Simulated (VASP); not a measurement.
# MgO (P6_3mc) in VASP: notebook

Runs on MgO. Level: PBE. Tasks: single point, relaxation of cell and atoms.

Program: VASP 6.6.1. These are calculated values, not measurements. Logs are shortened: lines on timing, memory, paths and dates and some standing lists are left out, and cuts for length are marked.

## Step 1: The structure

It takes space group P6_3mc (No. 186, hexagonal). The conventional cell has a = 3.315 Å, b = 3.315 Å, c = 5.118 Å, α = 90.00°, β = 90.00°, γ = 120.00°. Around Mg (site symmetry 3m) lie 4 O at 1.99 to 2.01 Å. Around O (site symmetry 3m) lie 4 Mg at 1.99 to 2.01 Å.

Measurements of this composition are mostly on another form, of space group No. 225.

## Step 2: Single point, PBE (the relaxed cell repeated 2 times)

INCAR

```
SYSTEM = MgO
  ALGO = Fast
  EDIFF = 1E-6
  ENCUT = 520
  GGA = PE
  ISIF = 2
  ISMEAR = 0
  LASPH = .True.
  LCHARG = .False.
  LREAL = .False.
  LWAVE = .False.
  NBANDS = 26
  NELM = 100
  PREC = Accurate
  SIGMA = 0.05
```

KPOINTS

```
k-points
0
Gamma
  8 6 4
  0 0 0
```

POSCAR

```
MgO
1.0
   -3.3150867560      0.0000000000      0.0000000000
    0.0000000000      0.0000000000     -5.1181270432
    0.0000000001     -5.7418986928      0.0000000000
Mg O
4 4
Direct
    0.5000000000      0.9938167577      0.1666666667
    0.0000000000      0.9938167577      0.6666666667
    0.0000000000      0.4938167577      0.3333333333
    0.5000000000      0.4938167577      0.8333333333
    0.5000000000      0.6015832423      0.1666666667
    0.0000000000      0.6015832423      0.6666666667
    0.0000000000      0.1015832423      0.3333333333
    0.5000000000      0.1015832423      0.8333333333
```

Potentials or basis: VASP PAW PBE potentials, release 64 (Mg, O).

Run with:

```
> cat potpaw_PBE.64/Mg/POTCAR potpaw_PBE.64/O/POTCAR > POTCAR
> mpirun -np 1 vasp_std > vasp.out
```

OUTCAR:

```text
SYSTEM = MgO
   EDIFF = 1E-6
   ENCUT = 520
   GGA = PE
   ISIF = 2
   ISMEAR = 0
   LASPH = .True.
   LREAL = .False.
   NELM = 100
   PREC = Accurate

 ion  position               nearest neighbor table
   1  0.500  0.994  0.167-   7 1.99   7 1.99   8 1.99   5 2.01   3 3.20   3 3.20   3 3.20   3 3.20
                             4 3.20   4 3.20   2 3.32   2 3.32   2 3.32   2 3.32
   2  0.000  0.994  0.667-   8 1.99   8 1.99   7 1.99   6 2.01   4 3.20   4 3.20   4 3.20   4 3.20
                             3 3.20   3 3.20   1 3.32   1 3.32   1 3.32   1 3.32
   3  0.000  0.494  0.333-   5 1.99   5 1.99   6 1.99   7 2.01   1 3.20   1 3.20   1 3.20   1 3.20
                             2 3.20   2 3.20   4 3.32   4 3.32   4 3.32   4 3.32
   4  0.500  0.494  0.833-   6 1.99   6 1.99   5 1.99   8 2.01   2 3.20   2 3.20   2 3.20   2 3.20
                             1 3.20   1 3.20   3 3.32   3 3.32   3 3.32   3 3.32
   5  0.500  0.602  0.167-   3 1.99   3 1.99   4 1.99   1 2.01
   6  0.000  0.602  0.667-   4 1.99   4 1.99   3 1.99   2 2.01
   7  0.000  0.102  0.333-   1 1.99   1 1.99   2 1.99   3 2.01
   8  0.500  0.102  0.833-   2 1.99   2 1.99   1 1.99   4 2.01

  LATTYP: Found a simple orthorhombic cell.
 ALAT       =     3.3150867560
 B/A-ratio  =     1.5438893217
 C/A-ratio  =     1.7320508075

  Lattice vectors:

 A1 = (  -3.3150867560,   0.0000000000,   0.0000000000)
 A2 = (   0.0000000000,   0.0000000000,  -5.1181270432)
 A3 = (   0.0000000001,  -5.7418986928,   0.0000000000)

Analysis of symmetry for initial positions (statically):
=====================================================================
 Subroutine PRICEL returns following result:

  LATTYP: Found a hexagonal cell.
 ALAT       =     3.3150867559
 C/A-ratio  =     1.5438893218

  Lattice vectors:

 A1 = (  -1.6575433780,  -2.8709493464,   0.0000000000)
 A2 = (  -1.6575433780,   2.8709493464,   0.0000000000)
 A3 = (   0.0000000000,   0.0000000000,  -5.1181270432)

   2 primitive cells build up your supercell.

 Routine SETGRP: Setting up the symmetry group for a
 simple orthorhombic supercell.

 Subroutine GETGRP returns: Found  4 space group operations
 (whereof  2 operations were pure point group operations)
 out of a pool of  8 trial point group operations.

The static configuration has the point symmetry C_1h.
 The point group associated with its full space group is C_2v.

Analysis of symmetry for dynamics (positions and initial velocities):
[... 132 lines left out ...]
   NFREE  =      0    steps in history (QN), initial steepest desc. (CG)
   ISIF   =      2    stress and relaxation
   ISYM   =      2    0-nonsym 1-usesym 2-fastsym
   POTIM  = 0.5000    time-step for ionic-motion
   TEBEG  =    0.0;   TEEND  =   0.0 temperature during run
   PSTRESS=    0.0 pullay stress
   NELECT =      32.0000    total number of electrons
   NUPDOWN=      -1.0000    fix difference up-down
   EMIN   =  10.00;   EMAX   =-10.00  energy-range for DOS
   EFERMI =   0.00;   METHOD = LEGACY
   ISMEAR =     0;   SIGMA  =   0.05  broadening in eV -4-tet -1-fermi 0-gaus
   EFERMI_NEDOS =   21; number of points for ismear=-14 and -15
   IALGO  =     68    algorithm
   IMIX   =      4    mixing-type and parameters
     AMIX     =   0.40;   BMIX     =  1.00
     AMIX_MAG =   1.60;   BMIX_MAG =  1.00
  volume/ion in A,a.u.               =      12.18        82.18
  Fermi-wavevector in a.u.,A,eV,Ry     =   1.129547  2.134534 17.359354  1.275877
  Thomas-Fermi vector in A             =   2.266241
   LORBIT       =      0    0 simple, 1 ext, 2 COOP (PROOUT), +10 PAW based schemes
   GGA     = PE    functional components
   LHFCALC =     F    Hartree Fock is set to
   AEXX    =    0.0000 exact exchange contribution
   IVDW    =     0    specifies the selected vdW correction
   LEPSILON=     F    determine dielectric tensor
   LRPA    =     F    only Hartree local field effects (RPA)
 non-spin polarized calculation
 RMM-DIIS sequential band-by-band and
 Gauss-broadening in eV      SIGMA  =   0.05
  energy-cutoff  :      520.00
  volume of cell :       97.42
 maximum number of plane-waves:      2659
 NGX is ok and might be reduce to    28

 number of electron      32.0000020 magnetization

 Free energy of the ion-electron system (eV)
  ---------------------------------------------------
  ext. energy  EPLUGINS =         0.00000000
  ---------------------------------------------------
  free energy    TOTEN  =       -47.06999251 eV

  energy without entropy =      -47.06999251  energy(sigma->0) =      -47.06999251

 E-fermi :   1.1292     XC(G=0):  -9.6075

 val. band max:        0.8900172525   @ k =   0.0000   0.0000   0.0000
 cond. band min:       4.2822011610   @ k =   0.0000   0.0000   0.0000
 fundamental gap:      3.3921839085
 Fermi energy:         1.1292240247

 k-point     1 :       0.0000    0.0000    0.0000
  band No.  band energies     occupation
      1     -15.1888      2.00000
      2     -14.5793      2.00000
      3     -14.4671      2.00000
      4     -14.3599      2.00000
      5      -2.2453      2.00000
      6      -2.0486      2.00000
[... 685 lines left out ...]
     25      13.3073      0.00000
     26      13.5918      0.00000

 [... further k-points ...]

------------------------ aborting loop because EDIFF is reached ----------------------------------------

  FORCE on cell =-STRESS in cart. coord.  units (eV):
  Direction    XX          YY          ZZ          XY          YZ          ZX
  --------------------------------------------------------------------------------------
  -------------------------------------------------------------------------------------
  Total       -0.2294659     -0.2298544     -0.2290630      0.0000000      0.0000000      0.0000000
  in kB       -3.7736985     -3.7800873     -3.7670731      0.0000000      0.0000000      0.0000000
  external PRESSURE =      -3.7736196 kB  Pullay stress =       0.0000000 kB

 VOLUME and BASIS-vectors are now :
 -----------------------------------------------------------------------------
  energy-cutoff  :      520.00
  volume of cell :       97.42
      direct lattice vectors                 reciprocal lattice vectors
    -3.315086756  0.000000000  0.000000000    -0.301651231 -0.000000000  0.000000000
     0.000000000  0.000000000 -5.118127043     0.000000000  0.000000000 -0.195383974
     0.000000000 -5.741898693  0.000000000     0.000000000 -0.174158419  0.000000000

 POSITION                                       TOTAL-FORCE (eV/Angst)
 -----------------------------------------------------------------------------------
     -1.65754     -0.95698     -5.08648        -0.000000      0.000003      0.004808
      0.00000     -3.82793     -5.08648        -0.000000      0.000003      0.004808
      0.00000     -1.91397     -2.52742         0.000000     -0.000003      0.004808
     -1.65754     -4.78492     -2.52742         0.000000     -0.000003      0.004808
     -1.65754     -0.95698     -3.07898        -0.000000      0.000003     -0.004808
      0.00000     -3.82793     -3.07898        -0.000000      0.000003     -0.004808
      0.00000     -1.91397     -0.51992         0.000000     -0.000003     -0.004808
     -1.65754     -4.78492     -0.51992         0.000000     -0.000003     -0.004808
 -----------------------------------------------------------------------------------
    total drift:                               -0.000000     -0.000001     -0.002443

  FREE ENERGIE OF THE ION-ELECTRON SYSTEM (eV)
  ---------------------------------------------------
  free  energy   TOTEN  =       -47.0699925138 eV

  energy  without entropy=      -47.0699925138  energy(sigma->0) =      -47.06999251
```

Wall time 1.7 min (1 thread of AMD EPYC 9R45 (Zen 5), shared host); peak memory 0.26 GiB.

Results:

- Free energy: -47.0700 eV
- Pressure: -0.4 GPa
- Largest force: 0.005 eV/Å
- Band gap on the k mesh: 3.39 eV

Forces on the atoms (eV/Å):
```
Mg   0.000  0.000  0.005
Mg   0.000  0.000  0.005
Mg   0.000  0.000  0.005
Mg   0.000  0.000  0.005
O    0.000  0.000 -0.005
O    0.000  0.000 -0.005
O    0.000  0.000 -0.005
O    0.000  0.000 -0.005
```

A k mesh can miss the band edges.

## Step 3: Single point, PBE

This run uses another cell than the first one: it holds 4 atoms, not 8.

INCAR

```
PREC     = Accurate       # precision mode
ENCUT    = 520            # plane-wave cutoff, eV
EDIFF    = 1E-6           # SCF threshold, eV
ISMEAR   = 0              # smearing method
SIGMA    = 0.02           # smearing width, eV
LREAL    = F              # projectors in reciprocal space
LASPH    = T              # aspherical terms in the spheres
NELM     = 100            # most SCF steps
ALGO     = Normal         # electronic algorithm
ISIF     = 2              # what is computed and relaxed
LWAVE    = F              # write WAVECAR
LCHARG   = F              # write CHGCAR
GGA      = PE             # functional
NBANDS   = 16             # bands
```

KPOINTS

```
Automatic mesh
0
Gamma
  12 12 6
```

POSCAR

```
MgO
1.0
    3.3150867560      0.0000000000      0.0000000000
   -1.6575433780      2.8709493464      0.0000000000
    0.0000000000      0.0000000000      5.1181270432
Mg O
2 2
Direct
    0.3333333333      0.6666666667      0.0061832423
    0.6666666667      0.3333333333      0.5061832423
    0.3333333333      0.6666666667      0.3984167577
    0.6666666667      0.3333333333      0.8984167577
```

Potentials or basis: VASP PAW PBE potentials, release 64 (Mg, O).

Run with:

```
> cat potpaw_PBE.64/Mg/POTCAR potpaw_PBE.64/O/POTCAR > POTCAR
> mpirun -np 1 vasp_std > vasp.out
```

Wall time 32 s (1 thread of AMD EPYC 9R45 (Zen 5), shared host); peak memory 0.18 GiB.

Results (log left out):

| Property | Result |
| --- | --- |
| Free energy | -23.5350 eV |
| Pressure | -0.4 GPa |
| Largest force | 0.005 eV/Å |
| Band gap on the k mesh | 3.39 eV, direct |

Forces in eV/Å, atoms in the order of the input:
```
Mg   0.000  0.000  0.005
Mg   0.000  0.000  0.005
O    0.000  0.000 -0.005
O    0.000  0.000 -0.005
```

Levels at points of the mesh, in eV from the valence-band top:
| k point | band 5 | band 6 | band 7 | band 8 | band 9 | band 10 | band 11 | band 12 |
| --- | --- | --- | --- | --- | --- | --- | --- | --- |
| (0.00, 0.00, 0.00) | -0.61 | -0.31 | -0.31 | 0.00 | 3.39 | 8.35 | 10.03 | 14.15 |
| (0.50, 0.00, 0.00) | -1.62 | -1.13 | -0.75 | -0.42 | 7.78 | 7.93 | 9.09 | 10.58 |
| (0.00, 0.00, 0.50) | -0.46 | -0.46 | -0.46 | -0.46 | 5.83 | 5.83 | 12.88 | 12.88 |
| (0.50, 0.00, 0.50) | -0.80 | -0.80 | -0.66 | -0.66 | 7.31 | 7.31 | 10.64 | 10.64 |

A k mesh can miss the band edges.

## Step 4: Relaxation of cell and atoms, PBE

This run uses another cell than the first one, of 11.80 Å³/atom, 0.969 times its volume.

INCAR

```
SYSTEM = MgO
ALGO = Normal
EDIFF = 1E-6
EDIFFG = -0.005
ENCUT = 600
GGA = PE
IBRION = 2
ISIF = 3
ISMEAR = 0
LASPH = .True.
LCHARG = .False.
LREAL = .False.
LWAVE = .False.
NELM = 100
NSW = 100
PREC = Accurate
SIGMA = 0.02
```

KPOINTS

```
k-points
0
Gamma
  12 12 6
  0 0 0
```

POSCAR

```
MgO
1.0
    3.3077869865      0.0000000000      0.0000000000
   -1.6538934933      2.8646275606      0.0000000000
    0.0000000000      0.0000000000      4.9828816700
Mg O
2 2
Direct
    0.3333333300      0.6666666700      0.0021597400
    0.6666666700      0.3333333300      0.5021597400
    0.3333333300      0.6666666700      0.4024402600
    0.6666666700      0.3333333300      0.9024402600
```

Run with:

```
> cat potpaw_PBE.64/Mg/POTCAR potpaw_PBE.64/O/POTCAR > POTCAR
> mpirun -np 1 vasp_std > vasp.out
```

Run time: 2.2 min. Hardware: 1 thread of AMD EPYC 9R45 (Zen 5), shared host; peak memory 0.19 GiB.

Results (log left out):

* Free energy: -23.5385 eV
* Relaxed volume: 12.12 Å³/atom
* Relaxed cell: a = 3.311 Å, b = 3.311 Å, c = 5.109 Å, α = 90.00°, β = 90.00°, γ = 120.00°
* Space group after relaxing (to 0.05 Å): P6_3mc (No. 186)
* Energy gained by relaxing: 3.1 meV/atom
* Ionic steps: 12
* Pressure after relaxing: 0.0 GPa
* Band gap on the k mesh: 3.42 eV, direct

Step by step:
```tsv
step	energy change (eV)	largest force (eV/Å)	pressure (GPa)	volume (Å³)
1	0.0000	0.0085	2.80	47.22
2	-0.0084	0.0385	-0.81	48.64
3	-0.0093	0.0318	0.02	48.30
4	-0.0093	0.0322	-0.06	48.32
5	-0.0097	0.0342	-0.06	48.34
6	-0.0108	0.0391	-0.07	48.40
7	-0.0120	0.0434	-0.09	48.50
8	-0.0123	0.0084	0.07	48.47
9	-0.0123	0.0012	0.02	48.47
10	-0.0123	0.0003	0.02	48.47
11	-0.0123	0.0003	0.01	48.48
12	-0.0123	0.0012	-0.02	48.50
```

Final structure:
```
Mg O
1.0
     3.31065    0.00000    0.00000
    -1.65533    2.86711    0.00000
     0.00000    0.00000    5.10943
Mg O
2 2
Direct
  0.33333 0.66667 0.00618
  0.66667 0.33333 0.50618
  0.33333 0.66667 0.39842
  0.66667 0.33333 0.89842
```

Levels at points of the mesh, in eV from the valence-band top:
```csv
k point,band 6,band 7,band 8,band 9,band 10,band 11
"(0.00, 0.00, 0.00)",-0.31,-0.31,0.00,3.42,8.38,10.06
"(0.50, 0.00, 0.00)",-1.13,-0.75,-0.43,7.79,7.95,9.12
"(0.00, 0.00, 0.50)",-0.47,-0.47,-0.47,5.86,5.86,12.92
"(0.50, 0.00, 0.50)",-0.80,-0.66,-0.66,7.33,7.33,10.67
```

A k mesh can miss the band edges. A hybrid or GW would open this gap; PBE tends to underestimate it.

## Step 5: The runs side by side

```tsv
task	cell	k mesh	cutoff (eV)	smearing	gap on the mesh (eV)	pressure (GPa)
single point	the relaxed cell repeated 2 times	8 × 6 × 4	520	gaussian 0.05 eV	3.39	-0.4
single point	P6_3mc, 12.18 Å³/atom	12 × 12 × 6	520	gaussian 0.02 eV	3.39	-0.4
relaxation of cell and atoms	relaxed	12 × 12 × 6	600	gaussian 0.02 eV	3.42	0.0
```

Alike in all rows: level PBE; potentials or basis VASP PAW PBE potentials, release 64 (Mg, O); no spin polarisation.

Absolute energies hang on the potentials; compare differences alone.
